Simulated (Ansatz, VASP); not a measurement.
**Cs in VASP and in Ansatz**

```
Cs
1.0
    -2.61821    2.61821    2.61821
     2.61821   -2.61821    2.61821
     2.61821    2.61821   -2.61821
Cs
1
Direct
  0.00000 0.00000 0.00000
```

Change from the starting cell: volume scaled by 0.65, LAPW.

Alike in both runs: task single point; functional PBEsol; k mesh 9 × 9 × 9; occupations fermi-dirac, width 0.05 eV; no spin polarisation.

```csv
,VASP,Ansatz
version,VASP 6.6.1,Ansatz 0.2.0
potentials or method,"VASP PAW PBE potentials, release 64 (Cs_sv), cutoff 520 eV","all-electron LAPW, scalar-relativistic"
```

```tsv
	VASP	Ansatz	Ansatz less VASP
pressure (GPa)	1.6	1.6	+0.01
```

Ansatz ran all-electron here, so the differences hold the error of VASP's frozen core and of both bases.

Caveats: the PAW data sets were made with another functional, which shifts forces and pressure a little (VASP). Spin-orbit coupling is left out, which matters for the levels of Cs.
